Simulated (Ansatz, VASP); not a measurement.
## HfB2 in VASP and in Ansatz

The input INCAR:

```
SYSTEM = HfB2
PREC = Accurate ; ENCUT = 520
EDIFF = 1E-8 ; ISMEAR = -1
SIGMA = 0.05 ; LREAL = .FALSE.
LASPH = .TRUE. ; NELM = 60
ALGO = Normal ; ISIF = 2
LWAVE = .FALSE. ; LCHARG = .FALSE.
GGA = PE ; LEFG = .TRUE.
NBANDS = 15
```

KPOINTS

```
regular mesh
0
G
  13 13 11
  0 0 0
```

Contents of POSCAR:

```
HfB2
1.0
    3.1400001005     -0.0314000010     -0.0314000010
   -1.5971932488      2.7350198554     -0.0114931980
   -0.0348000000     -0.0348000000      3.4800000000
Hf B
1 2
Direct
    0.0000000000      0.0000000000      0.0000000000
    0.3333333333      0.6666666667      0.5000000000
    0.6666666667      0.3333333333      0.5000000000
```

Input for Ansatz:

```yaml
crystal:
  lattice:
    - [3.1400001005, -0.031400001, -0.031400001]
    - [-1.5971932488, 2.7350198554, -0.011493198]
    - [-0.0348, -0.0348, 3.48]
  atoms:
    - { symbol: Hf, position: [0.0, 0.0, 0.0] }
    - { symbol: B, position: [0.3333333333, 0.6666666667, 0.5] }
    - { symbol: B, position: [0.6666666667, 0.3333333333, 0.5] }
kpoints:
  mp_grid: { grid: [13, 13, 11] }
scf:
  occupations: { method: fermi_dirac, width: 0.05 }
hamiltonian:
  xc: pbe
  pseudopotentials: { kind: all_electron, datasets: crystal }
output:
  forces: true
  stress: true
  eigenvalues: true
  efg: { contact_densities: true }
```

Change from the starting cell: equal xy, yz and zx shear strains of -2 %, crystal datasets.

Alike in both runs: task electric field gradients; functional PBE; k mesh 13 × 13 × 11; occupations fermi-dirac, width 0.05 eV; no spin polarisation.

|  | VASP | Ansatz |
| --- | --- | --- |
| version | VASP 6.6.1 | Ansatz 0.2.0 |
| potentials or method | VASP PAW PBE potentials, release 64 (Hf_pv, B) | all-electron PAW with datasets made for the crystal, scalar-relativistic |
| plane-wave cutoff (eV) | 520 | see its input |

|  | VASP | Ansatz | Ansatz less VASP |
| --- | --- | --- | --- |
| pressure (GPa) | 1.4 | 1.8 | +0.45 |
| largest component of the traceless stress (GPa) | 5.59 | 5.56 | -0.025 |
| rms of the force components (eV/Å) | 0.015 | 0.015 | +0.0002 |
| Vzz of the field gradient on the site that differs most (V/Å²) | 98.4 | 131.4 | +33.04 |

Atom by atom the forces differ by 0.000 eV/Å (rms over components). Ansatz ran all-electron here, so the differences hold the error of VASP's frozen core and of both bases. Ansatz warned: «gradients_without_spin_orbit».

Spin-orbit coupling is left out, which matters for the levels of Hf.
